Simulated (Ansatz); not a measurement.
## AlGaN2: do energies and stresses tell the same story?

All numbers below come from Ansatz 0.2.0, DFT LDA, scalar-relativistic, plane waves, PAW.

Settings: cutoff 420 eV, Γ-centred mesh 8×8×6 on the computed 4-atom cell, Gaussian smearing of 0.02 eV; no spin polarisation.

Relaxed cell: P-4m2, a = 3.115 Å, b = 3.115 Å, c = 4.384 Å, α = 90.00°, β = 90.00°, γ = 90.00°, 4 atoms in the primitive cell. Whether it is the stable form of this composition wasn't checked.

Energies at zero smearing and pressures from the stress tensor, at volumes with shape and atoms relaxed:
| V (Å³/atom) | E − E(first) (meV/atom) | P (GPa) |
| --- | --- | --- |
| 9.361 | 0.00 | 34.18 |
| 9.680 | -57.27 | 23.57 |
| 9.999 | -94.92 | 14.48 |
| 10.318 | -115.82 | 6.68 |
| 10.637 | -122.29 | -0.01 |
| 10.957 | -116.40 | -5.75 |
| 11.276 | -99.93 | -10.67 |
| 11.701 | -64.10 | -16.15 |

**Question.** Check P = −dE/dV between neighbouring volumes, and get the bulk modulus from the pressures alone.

**Answer.** With 1 eV/Å³ = 160.2 GPa:
```tsv
middle V (Å³/atom)	−ΔE/ΔV (GPa)	mean P (GPa)
9.521	28.752	28.877
9.840	18.903	19.025
10.159	10.492	10.582
10.478	3.251	3.339
10.797	-2.959	-2.878
11.116	-8.271	-8.212
11.488	-13.490	-13.413
```

The two differ by 0.12 GPa at most. The mean of two end pressures misses the average over a step by about ΔV² P″/12, up to 0.14 GPa here; with that taken off 0.02 GPa remains. Around V = 10.637 Å³/atom, the two neighbours give B = −V ΔP/ΔV = 10.637 × 12.43 / 0.638 = 207.2 GPa, against B0 = 206.1 GPa from the Birch–Murnaghan fit of the energies.

Energies and stresses do tell the same story. The mean pressure lies above the energy slope in every interval because P(V) is convex, and the small remainder after correction leaves little room for a Pulay stress from the finite plane-wave basis. The excess of 207.2 over 206.1 GPa probably has a similar origin: the curvature of P(V) itself fades on expansion, so a symmetric difference over a wide step slightly overestimates the slope at its centre.

Physically, the convexity means that the crystal stiffens as it is compressed, since overlap repulsion rises steeply at short distances while the bonding attraction varies more gently. The large bulk modulus is typical of nitrides, where the small N 2p shell allows short, strong, polar covalent bonds to both Al and Ga.

The agreement demonstrates internal consistency, not accuracy against experiment: energy and stress derive from the same functional, so LDA's usual overbinding, with too small a volume and often too stiff a lattice, would pass this test unnoticed.
